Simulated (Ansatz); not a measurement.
Runs of Ansatz 0.2.0 on CuO. The structure is cubic, space group Pm-3m (No. 221). The conventional cell has a = 2.553 Å, b = 2.553 Å, c = 2.553 Å, α = 90.00°, β = 90.00°, γ = 90.00°. Around Cu (site symmetry m-3m) lie 8 O at 2.21 Å. O (site symmetry m-3m) is surrounded by 8 Cu at 2.21 Å. Measurements of this composition are mostly on another form, of space group No. 15.

```tsv
task	level	spin	U	cell	k mesh	cutoff (eV)	smearing	hubbard projectors	double counting	gap on the mesh (eV)	pressure (GPa)	relaxed volume (Å³/atom)
relaxation of cell and atoms	PBE+D3(BJ)	off	-	relaxed	10 × 10 × 10	420	fermi-dirac 0.05 eV	-	-	none	0.0	8.87
relaxation of cell and atoms	PBE	off	-	relaxed	10 × 10 × 10	420	fermi-dirac 0.05 eV	-	-	none	0.0	9.15
relaxation of cell and atoms	PBE+U	off	Cu d U = 6 eV	relaxed	10 × 10 × 10	420	fermi-dirac 0.05 eV	ortho-atomic (the default)	fll (the default)	none	0.0	(a)
single point	r2SCAN+U	collinear, ferromagnetic start	Cu d U = 4 eV	as given	7 × 7 × 7	500	gaussian 0.05 eV	ortho-atomic (the default)	fll (the default)	none	(b)	-
relaxation of cell and atoms	PBE+U	off	Cu d U = 1 eV	relaxed	10 × 10 × 10	420	fermi-dirac 0.05 eV	ortho-atomic (the default)	fll (the default)	none	0.0	9.18
```

Alike in all rows: potentials or basis Ansatz PAW.

Problem. Estimate the missing entries.

Solution. (a) 9.44; (b) 17.4.

Caveats: the plane-wave basis is chosen anew once the cell has moved, so the energies of steps on either side of that aren't comparable (some runs); an odd number of electrons without spin polarisation forces a metal (some runs); a magnetic or distorted state may lie lower (some runs); semilocal functionals often make such compounds metallic where correlation or magnetic order opens a gap, which also shifts bond lengths (some runs); U without spin polarisation on a metal has little footing (some runs); pairwise dispersion overbinds metals, which lowers pressure and volume (some runs); the magnetic or orbital state may not be the lowest (some runs).

A k mesh can miss the band edges.

A gap of «none» marks a metal or a gap under the smearing width.

Not every run made on this cell is shown here.
